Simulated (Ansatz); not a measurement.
Runs of Ansatz 0.2.0 on Nb. The structure is cubic, space group Im-3m (No. 229). The conventional cell has a = 3.328 Å, b = 3.328 Å, c = 3.328 Å, α = 90.00°, β = 90.00°, γ = 90.00°. Nb (site symmetry m-3m) has 8 Nb at 2.88 Å as nearest neighbours. 

| task | level | potentials or basis | cell | k mesh | cutoff (eV) | points for each segment of the path | atoms under strain | gap on the mesh (eV) | pressure (GPa) | relaxed volume (Å³/atom) |
| --- | --- | --- | --- | --- | --- | --- | --- | --- | --- | --- |
| single point | PBE | Ansatz PAW | as given | 11 × 11 × 11 | 600 | - | - | none | -2.0 | - |
| band structure | PBE | Ansatz NC | as given | 11 × 11 × 11 | 1116 | 14 | - | none | -2.0 | - |
| relaxation of cell and atoms | PBE | Ansatz PAW | relaxed | 11 × 11 × 11 | 420 | - | - | none | 0.0 | 18.21 |
| relaxation of cell and atoms | BLYP | Ansatz PAW | relaxed | 11 × 11 × 11 | 420 | - | - | none | 0.0 | (a) |
| elastic constants | PBE | Ansatz PAW | as given | 9 × 9 × 9 | 420 | - | relaxed | none | -2.9 | - |

Alike in all rows: no spin polarisation; smearing fermi-dirac 0.05 eV.

Problem. Fill in the values left out.

Solution. (a) 18.89.

Caveats: the plane-wave basis is chosen anew once the cell has moved, so the energies of steps on either side of that aren't comparable (some runs); the PAW data sets come from PBE, with cores solved anew for the run's functional, which leaves a small shift of forces and pressure (some runs); elastic constants of metals need much finer meshes, so these are rough (some runs).

A k mesh can miss the band edges, and the runs leave out spin-orbit coupling on Nb.

A gap of «none» marks a metal or a gap under the smearing width.
